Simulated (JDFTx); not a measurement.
The system is CoO.

```xyz
2
Lattice="0.0000 2.1315 2.1315 2.1315 0.0000 2.1315 2.1315 2.1315 0.0000" Properties=species:S:1:pos:R:3 pbc="T T T"
Co    0.0000    0.0000    0.0000
O     2.1315    2.1315    2.1315
```

Below is the output of JDFTx 1.7.0 (patched build) for this cell. Logs are shortened: lines on timing, memory, paths and dates and some standing lists are left out, and cuts for length are marked.

```text
*************** JDFTx 1.7.0 (patched build) ***************

[... 9 lines left out ...]
---------- Initializing the Grid ----------
R =
[            0      4.02795      4.02795  ]
[      4.02795            0      4.02795  ]
[      4.02795      4.02795            0  ]
unit cell volume = 130.702
G =
[  -0.779948   0.779948   0.779948  ]
[   0.779948  -0.779948   0.779948  ]
[   0.779948   0.779948  -0.779948  ]
Minimum fftbox size, Smin = [  52  52  52  ]
Chosen fftbox size, S = [  54  54  54  ]

---------- Initializing tighter grid for wavefunction operations ----------
R =
[            0      4.02795      4.02795  ]
[      4.02795            0      4.02795  ]
[      4.02795      4.02795            0  ]
unit cell volume = 130.702
G =
[  -0.779948   0.779948   0.779948  ]
[   0.779948  -0.779948   0.779948  ]
[   0.779948   0.779948  -0.779948  ]
Minimum fftbox size, Smin = [  36  36  36  ]
Chosen fftbox size, S = [  36  36  36  ]

---------- Exchange Correlation functional ----------
Initalized PBEsol GGA exchange.
Initalized PBEsol GGA correlation.

---------- Setting up pseudopotentials ----------
Width of ionic core gaussian charges (only for fluid interactions / plotting) set to 0

Reading pseudopotential file 'pseudo/Co.upf':
  'Co' pseudopotential, 'PBESOL' functional
  Generated using ONCVPSP code by D. R. Hamann
  17 valence electrons, 4 orbitals, 6 projectors, 1001 radial grid points, with lMax = 2
    3S    l: 0   occupation:  2.0   eigenvalue: -3.753490
    3P    l: 1   occupation:  6.0   eigenvalue: -2.407467
    3D    l: 2   occupation:  7.0   eigenvalue: -0.302441
    4S    l: 0   occupation:  2.0   eigenvalue: -0.201732
[... 47 lines left out ...]
	FillingsUpdate:  mu: +0.530497961  nElectrons: 23.000000  magneticMoment: [ Abs: 2.98017  Tot: +2.96844 ]
	FillingsUpdate:  mu: +0.528760691  nElectrons: 23.000000  magneticMoment: [ Abs: 2.98017  Tot: +2.96844 ]
SCF: Cycle:  0   F: -158.358607994040597   dF: -2.302e-02   |Residual|: 7.097e-02   |deigs|: 7.291e-02
	FillingsUpdate:  mu: +0.514469541  nElectrons: 23.000000  magneticMoment: [ Abs: 2.99057  Tot: +2.97414 ]
SCF: Cycle:  1   F: -158.361035918293993   dF: -2.428e-03   |Residual|: 1.434e-02   |deigs|: 1.537e-02
	FillingsUpdate:  mu: +0.514756949  nElectrons: 23.000000  magneticMoment: [ Abs: 2.99369  Tot: +2.97651 ]
SCF: Cycle:  2   F: -158.361080062921474   dF: -4.414e-05   |Residual|: 8.105e-03   |deigs|: 1.747e-03
	FillingsUpdate:  mu: +0.514571796  nElectrons: 23.000000  magneticMoment: [ Abs: 3.00234  Tot: +2.98431 ]
SCF: Cycle:  3   F: -158.361098948489115   dF: -1.889e-05   |Residual|: 3.460e-03   |deigs|: 7.340e-04
	FillingsUpdate:  mu: +0.515182288  nElectrons: 23.000000  magneticMoment: [ Abs: 3.00393  Tot: +2.98421 ]
SCF: Cycle:  4   F: -158.361100981569365   dF: -2.033e-06   |Residual|: 1.303e-03   |deigs|: 5.913e-04
	FillingsUpdate:  mu: +0.515131949  nElectrons: 23.000000  magneticMoment: [ Abs: 3.00399  Tot: +2.98446 ]
SCF: Cycle:  5   F: -158.361101221144793   dF: -2.396e-07   |Residual|: 5.048e-04   |deigs|: 1.843e-04
	FillingsUpdate:  mu: +0.515101903  nElectrons: 23.000000  magneticMoment: [ Abs: 3.00301  Tot: +2.98375 ]
SCF: Cycle:  6   F: -158.361101276080859   dF: -5.494e-08   |Residual|: 1.842e-04   |deigs|: 1.633e-04
	FillingsUpdate:  mu: +0.515139627  nElectrons: 23.000000  magneticMoment: [ Abs: 3.00290  Tot: +2.98366 ]
SCF: Cycle:  7   F: -158.361101284826816   dF: -8.746e-09   |Residual|: 7.827e-05   |deigs|: 1.580e-04
	FillingsUpdate:  mu: +0.515134379  nElectrons: 23.000000  magneticMoment: [ Abs: 3.00299  Tot: +2.98374 ]
SCF: Cycle:  8   F: -158.361101289297579   dF: -4.471e-09   |Residual|: 1.542e-05   |deigs|: 2.002e-04
	FillingsUpdate:  mu: +0.515131947  nElectrons: 23.000000  magneticMoment: [ Abs: 3.00300  Tot: +2.98374 ]
SCF: Cycle:  9   F: -158.361101289676924   dF: -3.793e-10   |Residual|: 7.222e-06   |deigs|: 1.253e-04
	FillingsUpdate:  mu: +0.515132184  nElectrons: 23.000000  magneticMoment: [ Abs: 3.00300  Tot: +2.98374 ]
SCF: Cycle: 10   F: -158.361101289808374   dF: -1.315e-10   |Residual|: 5.055e-06   |deigs|: 6.248e-04
SCF: Converged (|Delta E|<1.000000e-09 for 2 iters).

Setting wave functions to eigenvectors of Hamiltonian
Converging empty states (this may take a while): |deigs|: 1.964e-03

# Stress tensor in Cartesian coordinates [Eh/a0^3]:
[  0.000377578            0            0  ]
[            0  0.000377578            0  ]
[            0            0  0.000377578  ]

# Ionic positions in cartesian coordinates:
ion Co   0.000000000000000   0.000000000000000   0.000000000000000 1
ion O   4.027951234600000   4.027951234600000   4.027951234600000 1

# Forces in Cartesian coordinates:
force Co   0.000000000000000   0.000000000000000  -0.000000000000000 1
force O   0.000000000000000  -0.000000000000000  -0.000000000000000 1

# Energy components:
   Eewald =     -106.2814308603418851
       EH =       45.5252899287224295
     Eloc =     -133.8665122883903962
      Enl =      -21.8242721262005439
      Exc =      -31.9323385854789841
 Exc_core =       10.9079090948352935
       KE =       79.1113871008782610
-------------------------------------
     Etot =     -158.3599677359758289
       TS =        0.0011335538325436
-------------------------------------
        F =     -158.3611012898083743

IonicMinimize: Iter:   0  F: -158.361101289808374  |grad|_K:  1.729e-41
IonicMinimize: Converged (|grad|_K<1.000000e-04).

#--- Lowdin population analysis ---
# oxidation-state Co +1.104
# magnetic-moments Co +2.573
# oxidation-state O -0.976
# magnetic-moments O +0.418

Dumping 'run.eigStats' ...
	eMin: -3.030566 at state 0 ( [ +0.000000 +0.000000 +0.000000 ] spin 1 )
	HOMO: +0.515112 at state 83 ( [ +0.000000 +0.272727 -0.454545 ] spin -1 )
	mu  : +0.515134
	LUMO: +0.515268 at state 101 ( [ +0.090909 +0.272727 -0.181818 ] spin -1 )
	eMax: +1.548652 at state 86 ( [ +0.000000 +0.363636 +0.363636 ] spin -1 )
	HOMO-LUMO gap: +0.000156
	Optical gap  : +0.002900 at state 96 ( [ +0.090909 +0.272727 +0.363636 ] spin -1 )
Done!
```

Problem. Write the input and the command behind it.

Solution. Single point with PBEsol, collinear spin, ferromagnetic start. The files as run (others can give the same):

CoO.in
```
lattice \
    0.0000000000     4.0279512346     4.0279512346 \
    4.0279512346     0.0000000000     4.0279512346 \
    4.0279512346     4.0279512346     0.0000000000
coords-type Cartesian
ion Co     0.0000000000     0.0000000000     0.0000000000 1
ion O      4.0279512346     4.0279512346     4.0279512346 1

ion-species pseudo/Co.upf
ion-species pseudo/O.upf
elec-cutoff 48 384
elec-ex-corr gga-PBEsol
kpoint-folding 11 11 11
elec-smearing Fermi 0.0018374661
elec-n-bands 19
spintype z-spin
initial-magnetic-moments Co 2
elec-initial-magnetization 2 no
electronic-SCF nIterations 100 energyDiffThreshold 1e-09
electronic-minimize nIterations 30 energyDiffThreshold 1e-7
converge-empty-states yes
forces-output-coords Cartesian

dump-name run.$VAR
dump End Ecomponents EigStats BandEigs Kpoints Forces Stress ElecDensity
```

Potentials or basis: PseudoDojo-SR-PBEsol-0.4.1-standard with smoothed tails.
Command:
```bash
$ jdftx -c 1 -i CoO.in -o CoO.out
```

Caveat: a cell with one magnetic atom can't hold antiferromagnetic order, which such compounds often take; semilocal functionals often make such compounds metallic where correlation or magnetic order opens a gap, which also shifts bond lengths.
